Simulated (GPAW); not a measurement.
# Al in GPAW: convergence with density grid spacing (A)

Al:

```
CELL_PARAMETERS angstrom
4.54673 0.00000 0.00000
-2.27336 3.93758 0.00000
0.00000 0.00000 2.75393
ATOMIC_POSITIONS crystal
Al 0.33383 0.66926 0.50172
Al 0.66068 0.32962 0.50101
```

The cell was built by a generator and needn't be a form met in nature.

The cell isn't the ideal one: atoms moved at random, drawn with an rms of 0.02 Å.

| Item | Value |
| --- | --- |
| Program | GPAW 26.7.0 |
| Task | convergence study |
| Functional | LDA |
| Potentials or basis | the program's PAW data sets (release 1.2.1) made for this functional |
| Cutoff | 600 eV |
| Basis | pw |
| Grid spacing | 0.24 Å |
| k mesh | 4 × 4 × 6 |
| Occupations | fermi-dirac, width 0.05 eV |
| Spin | no spin polarisation |

These are the settings of the first run; the series varies density grid spacing (A), with any setting tied to it.

Hardware: 1 thread of Arm Neoverse V1, with other jobs on the host.

```
density grid spacing (A)  energy less the tightest run, at zero smearing (meV/atom)  SCF cycles  CPU time (s)  peak memory (GiB)
                    0.24                                                       0.12           9           8.6               0.15
                     0.2                                                      -0.01           9            12               0.15
                    0.17                                                       0.00           9            17               0.15
                    0.15                                                       0.00           9            15               0.16
                    0.13                                                       0.00           9            30               0.17
                    0.11                                                       0.00           9            44               0.18
                    0.09                                                       0.00           9            71               0.24
```

Against the tightest run, the energy stays within 1 meV/atom from 0.24 on. The tightest run that finished is the yardstick and may itself not be fully converged.

Caveat, for the tightest run too: the k mesh is coarse (spacing up to 0.40 Å⁻¹), so the values aren't converged.
